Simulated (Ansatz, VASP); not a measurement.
**One calculation of Pb, two programs**

```
Pb
1.0
     3.68196    0.00000    0.00000
    -1.84098    3.18867    0.00000
     0.00000    0.00000    6.03642
Pb
2
Cartesian
  0.0000 2.1258 1.5091
  1.8410 1.0629 4.5273
```

Alike in both runs: task single point; functional revPBE; k mesh 11 × 11 × 6; occupations fermi-dirac, width 0.1 eV; no spin polarisation.

```csv
,VASP,Ansatz
version,VASP 6.6.1,Ansatz 0.2.0
potentials or method,"VASP PAW PBE potentials, release 64 (Pb_d)","plane waves (420 eV) with PAW, scalar-relativistic"
plane-wave cutoff (eV),520,420
valence electrons in the cell,28,28
```

```csv
,VASP,Ansatz,Ansatz less VASP
pressure (GPa),-2.5,-2.4,+0.05
```

The functional is the same, so the differences come from potentials, cutoffs and numerics.

Caveats: the PAW data sets were made with another functional, which shifts forces and pressure a little (VASP). The runs have no spin-orbit coupling, so splittings on Pb are missing.
